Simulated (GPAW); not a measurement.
Input of a GPAW 26.7.0 run:

File run.py:

```python
from ase import Atoms
from ase.dft.bandgap import bandgap
from ase.io import write
from ase.units import GPa
from gpaw import GPAW, PW

atoms = Atoms(['Te', 'Mg'],
              cell=[[0.0, 3.2319988239, 3.2319988239],
                    [3.2319988239, 0.0, 3.2319988239],
                    [3.2319988239, 3.2319988239, 0.0]],
              scaled_positions=[[0.25, 0.25, 0.25],
                                [0.0, 0.0, 0.0]],
              pbc=True)

calc = GPAW(mode=PW(800),
            xc='MGGA_X_R2SCAN+MGGA_C_R2SCAN',
            kpts={'size': (7, 7, 7), 'gamma': True},
            occupations={'name': 'fermi-dirac', 'width': 0.05},
            nbands=16,
            convergence={'density': 1e-05, 'energy': 1e-05},
            maxiter=150,
            txt='gpaw.txt')
atoms.calc = calc
energy = atoms.get_potential_energy()
forces = atoms.get_forces()
stress = atoms.get_stress()
calc.write('gs.gpw')
write('result.traj', atoms)
print(f'Energy: {energy:.6f} eV')
print('Forces (eV/A):')
print(forces.round(4))
print('Stress (GPa):', (stress / GPa).round(3))
print('Fermi level:', round(calc.get_fermi_level(), 4), 'eV')
print(f'Gap: {bandgap(calc)[0]:.4f} eV, direct: {bandgap(calc, direct=True)[0]:.4f} eV')

path = atoms.cell.bandpath('GXWKGLUWLK,UX', npoints=100, eps=1e-4)
bs_calc = calc.fixed_density(kpts=path, symmetry='off', nbands=29,
                             convergence={'bands': 'CBM+6.0', 'eigenstates': 1e-6}, txt='bands.txt')
bs = bs_calc.band_structure()
bs.write('bs.json')
print(f'Gap on the path: {bandgap(bs_calc)[0]:.4f} eV')
```

Potentials or basis: GPAW PAW data sets (gpaw-data 1.2.1), pw.

Command:

```bash
$ OMP_NUM_THREADS=1 python run.py
```

Q: Estimate the band gap on the k mesh.

A: 3.12 eV, direct.

Q: Predict the pressure.

A: 0.1 GPa.

Q: Estimate the band gap along the path.

A: 3.12 eV, direct.

Levels at the corners of the path, in eV from the valence-band top:
```
point  band 5  band 6  band 7  band 8  band 9  band 10  band 11  band 12
    Γ  -10.47    0.00    0.00    0.00    3.12     6.02     6.02     6.02
    X   -9.64   -3.03   -1.20   -1.20    3.23     4.06    10.50    10.50
    W   -9.63   -2.65   -1.90   -1.45    4.96     6.29     6.84     6.93
    K   -9.65   -2.77   -1.96   -0.96    3.90     5.75     8.58     8.59
    Γ  -10.47    0.00    0.00    0.00    3.12     6.02     6.02     6.02
    L   -9.85   -3.23   -0.42   -0.42    3.84     6.04     6.04     7.88
    U   -9.65   -2.77   -1.96   -0.96    3.90     5.75     8.58     8.59
    W   -9.63   -2.65   -1.90   -1.45    4.96     6.29     6.84     6.93
    L   -9.85   -3.23   -0.42   -0.42    3.84     6.04     6.04     7.88
    K   -9.65   -2.77   -1.96   -0.96    3.90     5.75     8.58     8.59
    U   -9.65   -2.77   -1.96   -0.96    3.90     5.75     8.58     8.59
    X   -9.64   -3.03   -1.20   -1.20    3.23     4.06    10.50    10.50
```

Caveat: the PAW data sets were made with another functional, which shifts forces and pressure a little; spin-orbit coupling is left out, which moves the levels of the heavy elements. r2SCAN opens gaps a little over a GGA but as a rule still falls short of measured ones.
